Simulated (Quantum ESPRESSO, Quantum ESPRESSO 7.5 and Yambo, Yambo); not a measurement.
# Quasiparticle gap of ZnSe (Stilleite) in Yambo

Aim: the G0W0 gap of ZnSe (Stilleite) on PBE, step by step.

Calculated with Quantum ESPRESSO 7.5 and Yambo 5.3.0; PBE and many-body steps on it, plane waves.

**The experiments to reproduce.**

- Gap 2.695 ± 0.003 eV: excitonic gap from free-exciton PL, not corrected for exciton binding; photoluminescence; 300 K; bulk crystal (Bridgman-grown crystal, polished and etched) (“Alloy Disordering Effects on the Thermal Conductivity and Energy Gap Temperature Dependence of Cd1−xZnxSe Ternary Crystals Grown by the Bridgman Method”, 2023, pmc:10253836).

## 1. Starting point

Symmetry: F-43m, No. 216, cubic system. Conventional cell: a = 5.668 Å, b = 5.668 Å, c = 5.668 Å, α = 90.00°, β = 90.00°, γ = 90.00°. Nearest to Zn lie 4 Se at 2.45 Å. Nearest to Se lie 4 Zn at 2.45 Å. Farther neighbours and most contacts between anions are not listed.

The cell and positions come from the Crystallography Open Database and are kept as given unless a step says otherwise.

## 2. Ground state

This step: Quantum ESPRESSO 7.5; DFT, PBE, plane waves, norm-conserving pseudopotentials.

The ground-state density comes first.

File pw.in:

```
&control
  calculation = 'scf'
  prefix = 'x'
  outdir = 'o'
  pseudo_dir = 'pseudo'
/
&system
  ibrav = 0
  nat = 2
  ntyp = 2
  ecutwfc = 78.0
  nbnd = 23
  force_symmorphic = .true.
/
&electrons
  conv_thr = 1e-10
  electron_maxstep = 80
  mixing_beta = 0.5
/
ATOMIC_SPECIES
  Zn 65.38 Zn.upf
  Se 78.971 Se.upf
CELL_PARAMETERS angstrom
  -0.0000000000 2.8338000000 2.8338000000
  2.8338000000 -0.0000000000 2.8338000000
  2.8338000000 2.8338000000 0.0000000000
ATOMIC_POSITIONS crystal
  Zn 0.0000000000 0.0000000000 0.0000000000
  Se 0.2500000000 0.2500000000 0.2500000000
K_POINTS automatic
  6 6 6 0 0 0
```

Started as:

```console
> OMP_NUM_THREADS=1 mpirun -n 4 pw.x -nk 4 -in pw.in > pw.out
```

What it wrote:

```text
Program PWSCF v.7.5 starts

     This program is part of the open-source Quantum ESPRESSO suite
     for quantum simulation of materials; please cite
         "P. Giannozzi et al., J. Phys.:Condens. Matter 21 395502 (2009);
         "P. Giannozzi et al., J. Phys.:Condens. Matter 29 465901 (2017);
         "P. Giannozzi et al., J. Chem. Phys. 152 154105 (2020);
     in publications or presentations arising from this work. More details at
     Message from routine setup:
     using ibrav=0 with symmetry is DISCOURAGED, use correct ibrav instead

     G-vector sticks info

     bravais-lattice index     =            0
     lattice parameter (alat)  =       7.5733  a.u.
     unit-cell volume          =     307.1384 (a.u.)^3
     number of atoms/cell      =            2
     number of atomic types    =            2
     number of electrons       =        36.00
     number of Kohn-Sham states=           23
     kinetic-energy cutoff     =      78.0000  Ry
     charge density cutoff     =     312.0000  Ry
     scf convergence threshold =      1.0E-10
     mixing beta               =       0.5000
     number of iterations used =            8  plain     mixing
     Exchange-correlation= PBE
                           (   1   4   3   4   0   0   0)

     celldm(1)=   7.573263  celldm(2)=   0.000000  celldm(3)=   0.000000
     celldm(4)=   0.000000  celldm(5)=   0.000000  celldm(6)=   0.000000

     crystal axes: (cart. coord. in units of alat)
               a(1) = (  -0.000000   0.707107   0.707107 )
               a(2) = (   0.707107  -0.000000   0.707107 )
               a(3) = (   0.707107   0.707107   0.000000 )

     reciprocal axes: (cart. coord. in units 2 pi/alat)
               b(1) = ( -0.707107  0.707107  0.707107 )
               b(2) = (  0.707107 -0.707107  0.707107 )
               b(3) = (  0.707107  0.707107 -0.707107 )
     Pseudo is Norm-conserving + core correction, Zval = 20.0
     Generated using ONCVPSP code by D. R. Hamann
     Using radial grid of 1326 points,  6 beta functions with:
     Pseudo is Norm-conserving + core correction, Zval = 16.0
     Generated using ONCVPSP code by D. R. Hamann
     Using radial grid of 1214 points,  6 beta functions with:
     Zn               20.00    65.38000     Zn( 1.00)
     Se               16.00    78.97100     Se( 1.00)

     24 Sym. Ops. (no inversion) found

   Cartesian axes

     site n.     atom                  positions (alat units)
         1        Zn     tau(   1) = (   0.0000000   0.0000000   0.0000000  )
         2        Se     tau(   2) = (   0.3535534   0.3535534   0.3535534  )

     number of k points=    16
                       cart. coord. in units 2pi/alat
        k(    1) = (   0.0000000   0.0000000   0.0000000), wk =   0.0092593
        k(    2) = (   0.1178511   0.1178511  -0.1178511), wk =   0.0740741
        k(    3) = (   0.2357023   0.2357023  -0.2357023), wk =   0.0740741
        k(    4) = (  -0.3535534  -0.3535534   0.3535534), wk =   0.0370370
        k(    5) = (   0.2357023   0.0000000  -0.0000000), wk =   0.0555556
        k(    6) = (   0.3535534   0.1178511  -0.1178511), wk =   0.2222222
        k(    7) = (  -0.2357023  -0.4714045   0.4714045), wk =   0.2222222
        k(    8) = (  -0.1178511  -0.3535534   0.3535534), wk =   0.2222222
        k(    9) = (   0.0000000  -0.2357023   0.2357023), wk =   0.1111111
        k(   10) = (   0.4714045   0.0000000  -0.0000000), wk =   0.0555556
     [... 4 further rows ...]
        k(   15) = (  -0.1178511  -0.3535534   0.5892557), wk =   0.2222222
        k(   16) = (  -0.7071068   0.2357023   0.0000000), wk =   0.1111111

     Dense  grid:    28571 G-vectors     FFT dimensions: (  45,  45,  45)

     Initial potential from superposition of free atoms

     starting charge      35.9998, renormalised to      36.0000
     Starting wfcs are   19 randomized atomic wfcs +    4 random wfcs

     per-process dynamical memory:    28.3 Mb

     Self-consistent Calculation

     iteration #  1     ecut=    78.00 Ry     beta= 0.50

     Threshold (ethr) on eigenvalues was too large:
     Diagonalizing with lowered threshold

     total energy              =    -660.64207303 Ry
     estimated scf accuracy    <       0.06811254 Ry

     iteration #  2     ecut=    78.00 Ry     beta= 0.50

     total energy              =    -660.65831331 Ry
     estimated scf accuracy    <       0.00708183 Ry

     iteration #  3     ecut=    78.00 Ry     beta= 0.50

     total energy              =    -660.65920769 Ry
     estimated scf accuracy    <       0.00094561 Ry

     iteration #  4     ecut=    78.00 Ry     beta= 0.50

     total energy              =    -660.65926432 Ry
     estimated scf accuracy    <       0.00003810 Ry

     iteration #  5     ecut=    78.00 Ry     beta= 0.50

     total energy              =    -660.65926908 Ry
     estimated scf accuracy    <       0.00000252 Ry

     iteration #  6     ecut=    78.00 Ry     beta= 0.50

     total energy              =    -660.65926944 Ry
     estimated scf accuracy    <       0.00000018 Ry

     iteration #  7     ecut=    78.00 Ry     beta= 0.50

     total energy              =    -660.65926950 Ry
     estimated scf accuracy    <       0.00000004 Ry

     iteration #  8     ecut=    78.00 Ry     beta= 0.50

     total energy              =    -660.65926951 Ry
     estimated scf accuracy    <          2.7E-09 Ry

     iteration #  9     ecut=    78.00 Ry     beta= 0.50

     total energy              =    -660.65926951 Ry
     estimated scf accuracy    <          1.8E-09 Ry

     iteration # 10     ecut=    78.00 Ry     beta= 0.50

     End of self-consistent calculation

          k = 0.0000 0.0000 0.0000 (  3527 PWs)   bands (ev):

  -116.8591 -71.0175 -71.0175 -71.0175 -38.5284 -38.5284 -38.5284 -38.5236
   -38.5236  -4.8727   1.8457   1.8457   1.8457   2.2140   2.2140   8.3862
     8.3862   8.3862   9.6743  14.2008  14.2008  14.2008  18.3302

          k = 0.1179 0.1179-0.1179 (  3593 PWs)   bands (ev):

  -116.8591 -71.0176 -71.0176 -71.0176 -38.5286 -38.5286 -38.5286 -38.5238
   -38.5238  -4.6984   1.8621   1.8722   1.8722   2.2123   2.2123   6.4827
     8.1342   8.1342  10.9376  14.2659  14.6030  14.6030  18.8674

          k = 0.2357 0.2357-0.2357 (  3561 PWs)   bands (ev):

  -116.8591 -71.0176 -71.0176 -71.0176 -38.5284 -38.5284 -38.5284 -38.5237
   -38.5237  -4.3075   1.9168   1.9168   2.0164   2.2207   2.2207   4.3333
     7.7074   7.7074  11.0698  14.8746  14.8746  15.9568  18.8226

          k =-0.3536-0.3536 0.3536 (  3582 PWs)   bands (ev):

     [... further k-points ...]

     highest occupied, lowest unoccupied level (ev):     8.3862    9.6743

!    total energy              =    -660.65926951 Ry
     estimated scf accuracy    <          3.5E-11 Ry

     The total energy is the sum of the following terms:
     one-electron contribution =    -488.46720630 Ry
     hartree contribution      =     249.95218777 Ry
     xc contribution           =     -93.40112130 Ry
     ewald contribution        =    -328.74312968 Ry

     convergence has been achieved in  10 iterations

     XML data file, charge density, pseudopotentials, collected wavefunctions

=------------------------------------------------------------------------------=
   JOB DONE.
=------------------------------------------------------------------------------=
```

Run time: 6.3 s. Hardware: 4 MPI ranks of Arm Neoverse V2, shared host; peak memory 0.27 GiB.

Numbers from this step:

* total energy: -8988.7273 eV
* gap: 1.288 eV
* k of the valence top: 0, 0, 0
* k of the conduction bottom: 0, 0, 0
* least direct gap: 1.288 eV

The gap is direct, at Γ.

## 3. Bands along the symmetry lines

Levels along a band path, at the cheap level, show where the edges lie and whether the meshes to come will hold them.

File pw.in:

```
&control
  calculation = 'bands'
  prefix = 'x'
  outdir = 'o'
  pseudo_dir = 'pseudo'
/
&system
  ibrav = 0
  nat = 2
  ntyp = 2
  ecutwfc = 78.0
  nbnd = 24
  force_symmorphic = .true.
/
&electrons
  conv_thr = 1e-9
  electron_maxstep = 80
  diago_full_acc = .true.
  diago_thr_init = 5e-6
/
ATOMIC_SPECIES
  Zn 65.38 Zn.upf
  Se 78.971 Se.upf
CELL_PARAMETERS angstrom
  -0.0000000000 2.8338000000 2.8338000000
  2.8338000000 -0.0000000000 2.8338000000
  2.8338000000 2.8338000000 0.0000000000
ATOMIC_POSITIONS crystal
  Zn 0.0000000000 0.0000000000 0.0000000000
  Se 0.2500000000 0.2500000000 0.2500000000
K_POINTS crystal
  50
  0.00000000 0.00000000 0.00000000 1
  -0.06250000 -0.06250000 0.00000000 1
  -0.12500000 -0.12500000 0.00000000 1
  -0.18750000 -0.18750000 0.00000000 1
  -0.25000000 -0.25000000 0.00000000 1
  -0.31250000 -0.31250000 0.00000000 1
  -0.37500000 -0.37500000 0.00000000 1
  -0.43750000 -0.43750000 0.00000000 1
  -0.50000000 -0.50000000 0.00000000 1
  -0.48437500 -0.48437500 0.03125000 1
  -0.46875000 -0.46875000 0.06250000 1
  -0.45312500 -0.45312500 0.09375000 1
  -0.43750000 -0.43750000 0.12500000 1
  -0.42187500 -0.42187500 0.15625000 1
  -0.40625000 -0.40625000 0.18750000 1
  -0.39062500 -0.39062500 0.21875000 1
  -0.37500000 -0.37500000 0.25000000 1
  -0.37500000 0.00000000 0.37500000 1
  -0.32812500 0.00000000 0.32812500 1
  -0.28125000 0.00000000 0.28125000 1
  -0.23437500 0.00000000 0.23437500 1
  -0.18750000 0.00000000 0.18750000 1
  -0.14062500 0.00000000 0.14062500 1
  -0.09375000 0.00000000 0.09375000 1
  -0.04687500 0.00000000 0.04687500 1
  0.00000000 0.00000000 0.00000000 1
  0.00000000 0.00000000 0.06250000 1
  0.00000000 0.00000000 0.12500000 1
  0.00000000 0.00000000 0.18750000 1
  0.00000000 0.00000000 0.25000000 1
  0.00000000 0.00000000 0.31250000 1
  0.00000000 0.00000000 0.37500000 1
  0.00000000 0.00000000 0.43750000 1
  0.00000000 0.00000000 0.50000000 1
  -0.06250000 -0.03125000 0.46875000 1
  -0.12500000 -0.06250000 0.43750000 1
  -0.18750000 -0.09375000 0.40625000 1
  -0.25000000 -0.12500000 0.37500000 1
  -0.31250000 -0.15625000 0.34375000 1
  -0.37500000 -0.18750000 0.31250000 1
  -0.43750000 -0.21875000 0.28125000 1
  -0.50000000 -0.25000000 0.25000000 1
  -0.50000000 -0.28125000 0.21875000 1
  -0.50000000 -0.31250000 0.18750000 1
  -0.50000000 -0.34375000 0.15625000 1
  -0.50000000 -0.37500000 0.12500000 1
  -0.50000000 -0.40625000 0.09375000 1
  -0.50000000 -0.43750000 0.06250000 1
  -0.50000000 -0.46875000 0.03125000 1
  -0.50000000 -0.50000000 0.00000000 1
```

What it wrote:

```text
[banner, memory and clock lines left out]
Program PWSCF v.7.5 starts

     Atomic positions and unit cell read from directory:
     o/x.save/

     Message from routine setup:
     using ibrav=0 with symmetry is DISCOURAGED, use correct ibrav instead

     G-vector sticks info

     bravais-lattice index     =            0
     lattice parameter (alat)  =       7.5733  a.u.
     unit-cell volume          =     307.1384 (a.u.)^3
     number of atoms/cell      =            2
     number of atomic types    =            2
     number of electrons       =        36.00
     number of Kohn-Sham states=           24
     kinetic-energy cutoff     =      78.0000  Ry
     charge density cutoff     =     312.0000  Ry
     Exchange-correlation= PBE
                           (   1   4   3   4   0   0   0)

     celldm(1)=   7.573263  celldm(2)=   0.000000  celldm(3)=   0.000000
     celldm(4)=   0.000000  celldm(5)=   0.000000  celldm(6)=   0.000000

     crystal axes: (cart. coord. in units of alat)
               a(1) = (  -0.000000   0.707107   0.707107 )
               a(2) = (   0.707107  -0.000000   0.707107 )
               a(3) = (   0.707107   0.707107   0.000000 )

     reciprocal axes: (cart. coord. in units 2 pi/alat)
               b(1) = ( -0.707107  0.707107  0.707107 )
               b(2) = (  0.707107 -0.707107  0.707107 )
               b(3) = (  0.707107  0.707107 -0.707107 )
     Pseudo is Norm-conserving + core correction, Zval = 20.0
     Generated using ONCVPSP code by D. R. Hamann
     Using radial grid of 1326 points,  6 beta functions with:
     Pseudo is Norm-conserving + core correction, Zval = 16.0
     Generated using ONCVPSP code by D. R. Hamann
     Using radial grid of 1214 points,  6 beta functions with:
     Zn               20.00    65.38000     Zn( 1.00)
     Se               16.00    78.97100     Se( 1.00)

     24 Sym. Ops. (no inversion) found

   Cartesian axes

     site n.     atom                  positions (alat units)
         1        Zn     tau(   1) = (   0.0000000   0.0000000   0.0000000  )
         2        Se     tau(   2) = (   0.3535534   0.3535534   0.3535534  )

     number of k points=    50
                       cart. coord. in units 2pi/alat
        k(    1) = (   0.0000000   0.0000000   0.0000000), wk =   0.0400000
        k(    2) = (   0.0000000   0.0000000  -0.0883883), wk =   0.0400000
        k(    3) = (   0.0000000   0.0000000  -0.1767767), wk =   0.0400000
[...]
[... 38 further rows ...]
        k(   49) = (   0.0441942  -0.0000000  -0.7071068), wk =   0.0400000
        k(   50) = (   0.0000000   0.0000000  -0.7071068), wk =   0.0400000

     Dense  grid:    28571 G-vectors     FFT dimensions: (  45,  45,  45)

     The potential is recalculated from file :
     o/x.save/charge-density

     Starting wfcs are   19 randomized atomic wfcs +    5 random wfcs

     Band Structure Calculation

     End of band structure calculation

          k = 0.0000 0.0000 0.0000 (  3527 PWs)   bands (ev):

  -116.8592 -71.0176 -71.0176 -71.0176 -38.5283 -38.5283 -38.5283 -38.5235
   -38.5235  -4.8727   1.8456   1.8456   1.8456   2.2139   2.2139   8.3862
     8.3862   8.3862   9.6743  14.2008  14.2008  14.2008  18.3302  19.8773

          k = 0.0000 0.0000-0.0884 (  3587 PWs)   bands (ev):

[...]
k = 0.0000 0.0000-0.1768 (  3599 PWs)   bands (ev):

[...]
k =-0.0000 0.0000-0.2652 (  3583 PWs)   bands (ev):

[...]
k = 0.0000 0.0000-0.3536 (  3591 PWs)   bands (ev):

[...]
k = 0.0000-0.0000-0.4419 (  3559 PWs)   bands (ev):

[...]
k =-0.0000 0.0000-0.5303 (  3563 PWs)   bands (ev):

[...]
k = 0.0000-0.0000-0.6187 (  3559 PWs)   bands (ev):

[...]
k = 0.5303-0.0000-0.5303 (  3568 PWs)   bands (ev):

[...]
k = 0.0000 0.0000 0.0000 (  3527 PWs)   bands (ev):

[...]
k = 0.1326 0.0000-0.7071 (  3564 PWs)   bands (ev):

[...]
k = 0.0884-0.0000-0.7071 (  3560 PWs)   bands (ev):

[...]
k = 0.0442-0.0000-0.7071 (  3558 PWs)   bands (ev):

[...]
k = 0.0000 0.0000-0.7071 (  3572 PWs)   bands (ev):

[...]
-38.5235  -3.8165   1.8767   2.0986   2.0986   2.2623   2.3941   3.6377
     6.2046   6.2046  11.3777  11.8538  19.1130  19.6419  19.6419  22.3703

     XML data file, pseudopotentials, collected wavefunctions
```

Elapsed: 4.7 s, on 4 MPI ranks; peak memory 0.23 GiB; 19 s of CPU time.

This step gave:

```yaml
gap: 1.288 eV
k_of_the_valence_top: 0, 0, 0
k_of_the_conduction_bottom: 0, 0, 0
least_direct_gap: 1.288 eV
```

The gap is 1.288 eV, as in the run before at this level.

The electronic bands at the labelled points (eV, zero at the top of the highest filled band):

```tsv
point	band 15	band 16	band 17	band 18	band 19	band 20	band 21	band 22
Γ	-6.17	0.00	0.00	0.00	1.29	5.81	5.81	5.81
halfway	-6.15	-2.88	-1.25	-1.25	3.93	4.03	8.04	8.04
X	-5.99	-4.75	-2.18	-2.18	2.99	3.47	10.73	11.26
halfway	-5.96	-4.73	-2.56	-2.08	3.26	4.06	9.96	10.51
U	-5.91	-4.71	-3.08	-1.79	3.59	5.60	9.05	9.28
jump to K	-5.91	-4.71	-3.08	-1.79	3.59	5.60	9.05	9.28
halfway	-6.15	-3.33	-1.73	-0.49	3.79	5.97	6.67	6.69
Γ	-6.17	0.00	0.00	0.00	1.29	5.81	5.81	5.81
halfway	-6.17	-3.04	-0.48	-0.48	2.75	6.45	6.45	6.57
L	-6.01	-5.22	-0.87	-0.87	2.55	6.39	6.39	8.57
halfway	-5.96	-4.89	-2.40	-1.46	4.23	5.56	7.42	8.67
W	-5.87	-4.68	-2.76	-2.66	5.48	5.56	6.97	7.72
halfway	-5.93	-4.72	-2.48	-2.43	3.88	4.29	9.22	9.31
X	-5.99	-4.75	-2.18	-2.18	2.99	3.47	10.73	11.26
```

(Part 1 of 2 ends here.)

[Paths, hosts, dates, memory and timing lines, banners, echoed tables and standing remarks are left out of the program output.]

[Logs are printed without paths, hosts, clocks, repeated set-up lines and the standing remarks that a program may print on its own settings, such as how far it seeks lower states.]

[Runs of the session that timed out or met a known fault of the program may be left out.]

[Hosts, paths, dates, database ids (printed as entryN), source tags and the programs' standing remarks are cut or masked in the printed files.]
